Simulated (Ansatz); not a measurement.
## Cold compression of Si (bcc type)

```yaml
crystal:
  lattice:
    - [-1.54118, 1.54118, 1.54118]
    - [1.54118, -1.54118, 1.54118]
    - [1.54118, 1.54118, -1.54118]
  atoms:
    - { symbol: Si, position: [0.00000, 0.00000, 0.00000] }
```

The cell comes from a relaxation on PAW files under the same functional, begun from a prototype that needn't be the stable phase.

Its volume is scaled at fixed shape and fractional positions.

All numbers are PBE results (scalar-relativistic) from Ansatz 0.2.0, with a Γ-centred 17×17×17 k mesh, Fermi–Dirac smearing of 0.05 eV, no spin polarisation. Methods: LAPW: all electrons, basis error target 1 meV/atom; PAW: frozen-core files, cutoff 420 eV; crystal datasets: all electrons, by PAW datasets that the program makes for each cell; norm-conserving: pseudopotentials, cutoff 490 eV.

Energies are extrapolated to zero smearing and count from the unscaled cell; pressure is positive in compression; gaps take the mesh and a band path. No temperature or zero-point motion is included.

| V/V0 | V (Å³/atom) | P LAPW (GPa) | ΔE LAPW (eV/atom) | P PAW − LAPW (GPa) | ΔE PAW − LAPW (meV/atom) |
| --- | --- | --- | --- | --- | --- |
| 1.00 | 14.64 | 0.01 | 0.000 | -0.04 | 0.0 |
| 0.95 | 13.91 | 5.42 | 0.012 | -0.04 | -0.1 |
| 0.85 | 12.45 | 21.5 | 0.128 | -0.04 | -0.4 |
| 0.75 | 10.98 | ? | ? | ? | ? |
| 0.65 | 9.52 | 99.1 | 1.097 | -0.01 | -0.6 |
| 0.55 | 8.05 | 194.1 | 2.385 | 0.11 | -0.1 |
| 0.45 | 6.59 | 390.1 | 4.946 | 0.30 | 1.8 |
| 0.40 | 5.86 | 564.6 | 7.100 | 0.40 | 3.4 |

(1) Fit the Vinet equation to the LAPW pressures shown (residuals weighted by 1/(|P| + 0.03·Pmax)), and predict the pressure of the withheld row.

(2) From the table, what is the rise of the enthalpy H = E + pV up to the last row, and how stiff is the crystal between the last two rows?

(3) At the smallest volume, how far do crystal datasets and norm-conserving lie from LAPW in pressure?

Results:

(1) The fit gives V0 = 14.67 Å³/atom, B0 = 87.8 GPa and B0′ = 4.73. At 10.98 Å³/atom, x = (V/V0)^(1/3) = 0.9080, and P = 3·B0·(1 − x)/x²·exp[1.5·(B0′ − 1)·(1 − x)] = 49.2 GPa. The run itself gave 49.4 GPa (-0.6 % off) and ΔE = 0.440 eV/atom.

(2) ΔH = 7.100 eV + (564.6 GPa × 5.86 Å³ − 0.01 GPa × 14.64 Å³) × 0.006242 eV/(GPa·Å³) = 27.74 eV/atom, of which pV makes 74 %. The mean bulk modulus there is −ΔP/Δln V = 1480 GPa.

(3) crystal datasets: -0.01 GPa; norm-conserving: -2.86 GPa, on a LAPW pressure of 564.6 GPa.
